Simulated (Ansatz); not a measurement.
**I: the crystal squeezed far**

The task here is to estimate one member of a computed series from the others.

Computed with Ansatz 0.2.0 (DFT, PBE, PAW with Ansatz's default frozen-core files, scalar-relativistic, unless a step's input says otherwise).

1 further run of the same task is left out (set aside as unsound or not needed).

## Starting point

The structure is cubic, space group Im-3m (No. 229). The conventional cell has a = 4.082 Å, b = 4.082 Å, c = 4.082 Å, α = 90.00°, β = 90.00°, γ = 90.00°. I (site symmetry m-3m) is surrounded by 8 I at 3.53 Å.

As a file:

```cif
data_structure
_symmetry_space_group_name_H-M 'P 1'
_symmetry_Int_Tables_number 1
_cell_length_a 3.5348
_cell_length_b 3.5348
_cell_length_c 3.5348
_cell_angle_alpha 109.471
_cell_angle_beta 109.471
_cell_angle_gamma 109.471
_cell_volume 34.00
loop_
_atom_site_label
_atom_site_type_symbol
_atom_site_fract_x
_atom_site_fract_y
_atom_site_fract_z
_atom_site_occupancy
I1 I 0.00000 0.00000 0.00000 1
```

Whether this phase is the stable one at these pressures isn't tested.

Set-up of the first run:

File input.yaml:

```yaml
crystal:
  lattice:
    - [-2.040827551, 2.040827551, 2.040827551]
    - [2.040827551, -2.040827551, 2.040827551]
    - [2.040827551, 2.040827551, -2.040827551]
  atoms:
    - { symbol: I, position: [0.0, 0.0, 0.0] }
kpoints:
  mp_grid: { grid: [13, 13, 13] }
scf:
  occupations: { method: fermi_dirac, width: 0.1 }
hamiltonian:
  xc: pbe
  pseudopotentials: { kind: paw }
output:
  forces: true
  stress: true
  write_density: true
  write_potential: true
  elf: true
  volumetric_format: npy
relax:
  f_tol: 0.005
  max_steps: 40
  cell: {}
```

Started as:

```bash
> ansatz run input.yaml --threads 1 --pin off --max-ram 2048MiB --backend cpu --events-out ev --progress --plain --runs-dir out
```

Among the steps run: Cell relaxed at zero pressure, PAW; Volume scaled by 1, PAW; Volume scaled by 0.95, PAW; Volume scaled by 0.85, PAW; Volume scaled by 0.75, PAW; Volume scaled by 0.65, PAW; Volume scaled by 0.55, PAW; Volume scaled by 0.45, PAW; Volume scaled by 0.4, PAW; Volume scaled by 0.4, PAW (cutoff 1000 eV).

One of the session's tables, all rows but one given; the rest of the session is left out.

| method | volume over the first | volume (Å³/atom) | pressure (GPa) |
| --- | --- | --- | --- |
| PAW | 1 | 36.149 | 0.00 |
| PAW | 0.95 | 34.342 | 1.31 |
| PAW | 0.85 | 30.727 | 5.65 |
| PAW | 0.75 | ? | ? |
| PAW | 0.65 | 23.497 | 30.07 |
| PAW | 0.55 | 19.882 | 63.27 |
| PAW | 0.45 | 16.267 | 135.09 |
| PAW | 0.4 | 14.460 | 200.49 |
| PAW (cutoff 1000 eV) | 0.4 | 14.460 | 200.46 |

Estimate the missing values for PAW, 0.75.

**Answer.** volume (Å³/atom): 27.112; pressure (GPa): 13.91. In the column «volume (Å³/atom)» it lies between PAW, 0.65 (23.497) and PAW, 0.85 (30.727).
